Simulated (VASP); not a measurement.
# Cl (Im-3m) in VASP: single point with PBEsol

Aim: the single point of Cl with PBEsol.

Program: VASP 6.6.1. These are calculated values, not measurements. Logs are shortened: lines on timing, memory, paths and dates and some standing lists are left out, and cuts for length are marked.

## 1. The crystal as given

The structure is cubic, space group Im-3m (No. 229). Conventional cell: a = 3.398 Å, b = 3.398 Å, c = 3.398 Å, α = 90.00°, β = 90.00°, γ = 90.00°. Cl (site symmetry m-3m) is surrounded by 8 Cl at 2.94 Å.

The cell was built by a generator and needn't be a form met in nature.

## 2. Single point, PBEsol

INCAR

```
ALGO     = Fast           # electronic algorithm
EDIFF    = 1E-6           # SCF threshold, eV
ENCUT    = 520            # plane-wave cutoff, eV
GGA      = PS             # functional
ISIF     = 2              # what is computed and relaxed
ISMEAR   = -1             # smearing method
LASPH    = True           # aspherical terms in the spheres
LCHARG   = False          # write CHGCAR
LREAL    = False          # projectors in reciprocal space
LWAVE    = False          # write WAVECAR
NBANDS   = 10             # bands
NELM     = 80             # most SCF steps
PREC     = Accurate       # precision mode
SIGMA    = 0.13605693000000002 # smearing width, eV
```

KPOINTS

```
k-points
0
Gamma
  14 14 14
```

POSCAR

```
Cl
1.0
   -1.6991056426      1.6991056426      1.6991056426
    1.6991056426     -1.6991056426      1.6991056426
    1.6991056426      1.6991056426     -1.6991056426
Cl
1
Direct
    0.0000000000      0.0000000000      0.0000000000
```

Potentials or basis: VASP PAW PBE potentials, release 64 (Cl).

Run with:

```sh
cat potpaw_PBE.64/Cl/POTCAR > POTCAR
mpirun -np 1 vasp_std > vasp.out
```

OUTCAR:

```text
EDIFF = 1E-6
   ENCUT = 520
   GGA = PS
   ISIF = 2
   ISMEAR = -1
   LASPH = True
   LREAL = False
   NELM = 80
   PREC = Accurate

 ion  position               nearest neighbor table
   1  0.000  0.000  0.000-

  LATTYP: Found a body centered cubic cell.
 ALAT       =     3.3982112852

  Lattice vectors:

 A1 = (  -1.6991056426,   1.6991056426,   1.6991056426)
 A2 = (   1.6991056426,  -1.6991056426,   1.6991056426)
 A3 = (   1.6991056426,   1.6991056426,  -1.6991056426)

Analysis of symmetry for initial positions (statically):
=====================================================================
 Subroutine PRICEL returns:
 Original cell was already a primitive cell.

 Routine SETGRP: Setting up the symmetry group for a
 body centered cubic supercell.

 Subroutine GETGRP returns: Found 48 space group operations
 (whereof 48 operations were pure point group operations)
 out of a pool of 48 trial point group operations.

The static configuration has the point symmetry O_h .

Analysis of symmetry for dynamics (positions and initial velocities):
=====================================================================
 Subroutine PRICEL returns:
 Original cell was already a primitive cell.

 Routine SETGRP: Setting up the symmetry group for a
 body centered cubic supercell.

 Subroutine GETGRP returns: Found 48 space group operations
 (whereof 48 operations were pure point group operations)
 out of a pool of 48 trial point group operations.

The dynamic configuration has the point symmetry O_h .

 Subroutine INISYM returns: Found 48 space group operations
 (whereof 48 operations are pure point group operations),
 and found     1 'primitive' translations

----------------------------------------------------------------------------------------

                                     Primitive cell

  volume of cell :      19.6210

  direct lattice vectors                    reciprocal lattice vectors
    -1.699105643  1.699105643  1.699105643     0.000000000  0.294272462  0.294272462
     1.699105643 -1.699105643  1.699105643     0.294272462  0.000000000  0.294272462
     1.699105643  1.699105643 -1.699105643     0.294272462  0.294272462  0.000000000

  length of vectors
     2.942937300  2.942937300  2.942937300     0.416164106  0.416164106  0.416164106

  position of ions in fractional coordinates (direct lattice)
     0.000000000  0.000000000  0.000000000

  ion indices of the primitive-cell ions
   primitive index   ion index
                 1           1

----------------------------------------------------------------------------------------

 KPOINTS: k-points

Automatic generation of k-mesh.
 Grid dimensions read from file:
 generate k-points for:   14   14   14

 Generating k-lattice:

  Cartesian coordinates                     Fractional coordinates (reciprocal lattice)
     0.000000000  0.021019462  0.021019462     0.071428571  0.000000000  0.000000000
     0.021019462  0.000000000  0.021019462     0.000000000  0.071428571  0.000000000
     0.021019462  0.021019462  0.000000000     0.000000000  0.000000000  0.071428571

  Length of vectors
     0.029726008  0.029726008  0.029726008

  Shift w.r.t. Gamma in fractional coordinates (k-lattice)
     0.000000000  0.000000000  0.000000000

 Subroutine IBZKPT returns following result:
 ===========================================

 Found    104 irreducible k-points:

 Following reciprocal coordinates:
            Coordinates               Weight
  0.000000  0.000000  0.000000      1.000000
  0.071429  0.000000  0.000000     12.000000
  0.142857  0.000000  0.000000     12.000000
  0.214286  0.000000  0.000000     12.000000
  0.285714  0.000000  0.000000     12.000000
  0.357143  0.000000  0.000000     12.000000
[... 16 lines left out ...]
  0.285714  0.285714  0.000000     24.000000
  0.357143  0.285714  0.000000     24.000000
 [... further k-points ...]
   k-points           NKPTS =    104   k-points in BZ     NKDIM =    104   number of bands    NBANDS=     10
   number of dos      NEDOS =    301   number of ions     NIONS =      1
   total plane-waves  NPLWV =  13824
   dimension x,y,z NGX =    24 NGY =   24 NGZ =   24
   dimension x,y,z NGXF=    48 NGYF=   48 NGZF=   48
   ions per type =               1
   NGX,Y,Z   is equivalent  to a cutoff of  13.56, 13.56, 13.56 a.u.
   NGXF,Y,Z  is equivalent  to a cutoff of  27.12, 27.12, 27.12 a.u.
 SYSTEM =  unknown system
   PREC   = accura    normal or accurate (medium, high low for compatibility)
   ISTART =      0    job   : 0-new  1-cont  2-samecut
   ICHARG =      2    charge: 1-file 2-atom 10-const
   ISPIN  =      1    spin polarized calculation?
   LNONCOLLINEAR =      F non collinear calculations
   LSORBIT =      F    spin-orbit coupling
   LASPH  =      T    aspherical Exc in radial PAW
   ENCUT  =  520.0 eV  38.22 Ry    6.18 a.u.   5.47  5.47  5.47*2*pi/ulx,y,z
   NELM   =     80;   NELMIN=  2; NELMDL= -5     # of ELM steps
   EDIFF  = 0.1E-05   stopping-criterion for ELM
   LREAL  =      F    real-space projection
   EDIFFG = 0.1E-04   stopping-criterion for IOM
   NSW    =      0    number of steps for IOM
   IBRION =     -1    ionic relax: 0-MD 1-quasi-New 2-CG
   NFREE  =      0    steps in history (QN), initial steepest desc. (CG)
   ISIF   =      2    stress and relaxation
   ISYM   =      2    0-nonsym 1-usesym 2-fastsym
   POTIM  = 0.5000    time-step for ionic-motion
   TEBEG  =    0.0;   TEEND  =   0.0 temperature during run
   PSTRESS=    0.0 pullay stress
   NELECT =       7.0000    total number of electrons
   NUPDOWN=      -1.0000    fix difference up-down
   EMIN   =  10.00;   EMAX   =-10.00  energy-range for DOS
   EFERMI =   0.00;   METHOD = LEGACY
   ISMEAR =    -1;   SIGMA  =   0.14  broadening in eV -4-tet -1-fermi 0-gaus
   EFERMI_NEDOS =   21; number of points for ismear=-14 and -15
   IALGO  =     68    algorithm
   IMIX   =      4    mixing-type and parameters
     AMIX     =   0.40;   BMIX     =  1.00
     AMIX_MAG =   1.60;   BMIX_MAG =  1.00
  volume/ion in A,a.u.               =      19.62       132.41
  Fermi-wavevector in a.u.,A,eV,Ry     =   1.161093  2.194148 18.342527  1.348138
  Thomas-Fermi vector in A             =   2.297669
   LORBIT       =      0    0 simple, 1 ext, 2 COOP (PROOUT), +10 PAW based schemes
   GGA     = PS    functional components
   LHFCALC =     F    Hartree Fock is set to
   AEXX    =    0.0000 exact exchange contribution
   IVDW    =     0    specifies the selected vdW correction
   LEPSILON=     F    determine dielectric tensor
   LRPA    =     F    only Hartree local field effects (RPA)
 non-spin polarized calculation
 RMM-DIIS sequential band-by-band and
  energy-cutoff  :      520.00
  volume of cell :       19.62
 maximum number of plane-waves:       546
 NGX is ok and might be reduce to    24
   NGX = 11   NGY = 11   NGZ = 11

 number of electron       7.0000002 magnetization

 Free energy of the ion-electron system (eV)
  ---------------------------------------------------
  ext. energy  EPLUGINS =         0.00000000
  ---------------------------------------------------
  free energy    TOTEN  =        -1.28817047 eV

  energy without entropy =       -1.19120366  energy(sigma->0) =       -1.23968706

 E-fermi :   2.7432     XC(G=0): -10.1715

 val. band max:        2.7199211968   @ k =   0.3571   0.2143  -0.0000
 cond. band min:       2.7626268768   @ k =  -0.3571  -0.4286   0.0714
 fundamental gap:      0.0427056800
 Fermi energy:         2.7432459701

 k-point     1 :       0.0000    0.0000    0.0000
  band No.  band energies     occupation
      1     -13.2367      2.00000
      2       3.5381      0.00579
      3       3.5381      0.00579
      4       3.5381      0.00579
      5      12.8275      0.00000
      6      16.8004      0.00000
      7      16.8004      0.00000
      8      16.8004      0.00000
      9      19.8414      0.00000
     10      19.8414      0.00000

 k-point     2 :       0.0714    0.0000    0.0000
  band No.  band energies     occupation
      1     -13.1584      2.00000
      2       3.1635      0.08712
      3       3.4365      0.01218
      4       3.5246      0.00639
      5      13.1585      0.00000
      6      16.5313      0.00000
      7      16.6962      0.00000
      8      17.1136      0.00000
      9      19.3415      0.00000
     10      19.7674      0.00000

 k-point     3 :       0.1429    0.0000    0.0000
  band No.  band energies     occupation
      1     -12.9300      2.00000
      2       2.2122      1.96045
      3       3.1671      0.08495
      4       3.4864      0.00845
      5      13.7731      0.00000
      6      15.8931      0.00000
      7      16.3933      0.00000
      8      18.0140      0.00000
      9      18.9815      0.00000
     10      19.6575      0.00000

 k-point     4 :       0.2143    0.0000    0.0000
  band No.  band energies     occupation
      1     -12.5721      2.00000
      2       0.9906      1.99999
      3       2.8116      0.75406
      4       3.4298      0.01279
      5      13.6419      0.00000
      6      15.1580      0.00000
      7      16.7492      0.00000
      8      19.3638      0.00000
      9      19.4070      0.00000
     10      19.6902      0.00000
[... 222 lines left out ...]
 k-point    22 :       0.3571    0.2143   -0.0000
  band No.  band energies     occupation
      1     -10.9770      2.00000
      2      -1.7484      2.00000
      3       0.3731      2.00000
      4       2.7199      1.08551
      5      13.0987      0.00000
      6      14.8580      0.00000
      7      17.7503      0.00000
      8      20.2468      0.00000
      9      22.5831      0.00000
     10      26.7762      0.00000

 k-point    23 :       0.2857    0.2857    0.0000
  band No.  band energies     occupation
      1     -10.9528      2.00000
      2      -1.4435      2.00000
      3      -0.0931      2.00000
      4       2.6794      1.23052
      5      13.3801      0.00000
      6      15.2304      0.00000
      7      17.1655      0.00000
      8      20.5263      0.00000
      9      22.1349      0.00000
     10      26.9594      0.00000

 k-point    24 :       0.3571    0.2857    0.0000
  band No.  band energies     occupation
      1     -10.8631      2.00000
      2      -1.3198      2.00000
      3      -0.4982      2.00000
      4       2.6489      1.33341
      5      13.3950      0.00000
      6      15.6235      0.00000
      7      16.7565      0.00000
      8      20.9744      0.00000
      9      22.0394      0.00000
     10      27.5961      0.00000

 [... further k-points ...]
[... 5 lines left out ...]
  --------------------------------------------------------------------------------------
  -------------------------------------------------------------------------------------
  Total       -0.0436326     -0.0436326     -0.0436326      0.0000000     -0.0000000      0.0000000
  in kB       -3.5628766     -3.5628766     -3.5628766      0.0000000     -0.0000000      0.0000000
  external PRESSURE =      -3.5628766 kB  Pullay stress =       0.0000000 kB

 VOLUME and BASIS-vectors are now :
 -----------------------------------------------------------------------------
  energy-cutoff  :      520.00
  volume of cell :       19.62
      direct lattice vectors                 reciprocal lattice vectors
    -1.699105643  1.699105643  1.699105643     0.000000000  0.294272462  0.294272462
     1.699105643 -1.699105643  1.699105643     0.294272462  0.000000000  0.294272462
     1.699105643  1.699105643 -1.699105643     0.294272462  0.294272462  0.000000000

 POSITION                                       TOTAL-FORCE (eV/Angst)
 -----------------------------------------------------------------------------------
      0.00000      0.00000      0.00000         0.000000      0.000000      0.000000
 -----------------------------------------------------------------------------------
    total drift:                                0.000000      0.000000      0.000000

  FREE ENERGIE OF THE ION-ELECTRON SYSTEM (eV)
  ---------------------------------------------------
  free  energy   TOTEN  =        -1.2881704684 eV

  energy  without entropy=       -1.1912036614  energy(sigma->0) =       -1.23968706
```

It took 4.7 s on 1 thread of Intel Xeon 6975P-C (Granite Rapids), shared host; peak memory 0.14 GiB.

Results:

| Quantity | Value |
| --- | --- |
| Free energy | -1.2882 eV |
| Pressure | -0.4 GPa |
| Band gap on the k mesh | none (metal or under the smearing width) |

Levels at points of the mesh, in eV from the Fermi level:
| k point | band 2 | band 3 | band 4 | band 5 | band 6 | band 7 |
| --- | --- | --- | --- | --- | --- | --- |
| (0.00, 0.00, 0.00) | 0.79 | 0.79 | 0.79 | 10.08 | 14.06 | 14.06 |
| (0.50, 0.00, 0.00) | -5.15 | -0.84 | 0.50 | 8.80 | 10.82 | 18.17 |
| (0.50, 0.50, 0.50) | -2.85 | -2.85 | -2.85 | 7.19 | 7.19 | 21.88 |

Caveat: the PAW data sets were made with another functional, which shifts forces and pressure a little; an odd number of electrons without spin polarisation forces a metal; a magnetic or distorted state may lie lower.
